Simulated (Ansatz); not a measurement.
Zinc-blende ZnTe was calculated with r²SCAN (Ansatz, a first-principles code, plane waves, PAW).

Computed at the level's own relaxed cell.

The run gives ω_TO = 176 cm⁻¹, ω_LO = 204 cm⁻¹ and ε∞ = 7.85.

**Question.** What static dielectric constant follows from the Lyddane–Sachs–Teller relation?

**Answer.** ε0 = ε∞ (ω_LO/ω_TO)² = 7.85 × (204/176)² = 10.5. The run reports 10.5, which rests on the same charges and ε∞, so the match is no test.

Settings: plane-wave cutoff 600 eV, 12×12×12 k mesh, finite displacements, scalar-relativistic PAW data made under PBE.

Measured, for comparison: static dielectric constant 9.9, high-frequency dielectric constant 7.3 (300 K, no zero-point or thermal correction; as tabulated in Rakita et al. (2019), arXiv:1907.03971); zone-centre TO phonon frequency 177 ± 2 cm⁻¹ (room temperature, no zero-point or thermal correction, neutron, our sources range from 175 to 177; as tabulated in Vagelatos et al., J. Chem. Phys. (1974)); zone-centre LO phonon frequency 207 ± 2 cm⁻¹ (room temperature, no zero-point or thermal correction, neutron, our sources range from 204 to 207; as tabulated in Vagelatos et al., J. Chem. Phys. (1974)). Computed (rounded) less measured: static dielectric constant +6 %, high-frequency dielectric constant +8 %, zone-centre TO phonon frequency -0.6 % (inside the range of the sources held), zone-centre LO phonon frequency -1 % (0.0 % to -1 % over the range).
